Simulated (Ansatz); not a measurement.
Sn:

```
CELL_PARAMETERS angstrom
-1.89465 1.89465 1.89465
1.89465 -1.89465 1.89465
1.89465 1.89465 -1.89465
ATOMIC_POSITIONS crystal
Sn 0.00000 0.00000 0.00000
```

This isn't the form of Sn at room conditions, which is tetragonal (white tin).

| Item | Value |
| --- | --- |
| Program | Ansatz 0.2.0 |
| Task | relaxation of cell and atoms |
| Functional | PBE |
| Dispersion | D4 |
| Potentials or basis | Ansatz PAW |
| Cutoff | 420 eV (not typed: the program's choice for these potentials) |
| k mesh | 10 × 10 × 10 |
| Occupations | fermi-dirac, width 0.05 eV |
| Spin | no spin polarisation |

At the start: volume 27.20 Å³/atom.

Where does the relaxation end?

It ends after 3 steps and the volume is 26.23 Å³/atom (-3.6 %); space group Im-3m (No. 229, to 0.05 Å).

Step by step:
```tsv
step	energy change (eV)	largest force (eV/Å)	volume (Å³)
1	0.0000	0.0000	27.20
2	-0.0055	0.0000	26.23
3	-0.0053	0.0000	26.23
```

Final structure:
```xyz
1
Lattice="-1.8718 1.8718 1.8718 1.8718 -1.8718 1.8718 1.8718 1.8718 -1.8718" Properties=species:S:1:pos:R:3 pbc="T T T"
Sn    0.0000    0.0000    0.0000
```

Caveat: the plane-wave basis is chosen anew once the cell has moved, so the energies of steps on either side of that aren't comparable; pairwise dispersion overbinds metals, which lowers pressure and volume.
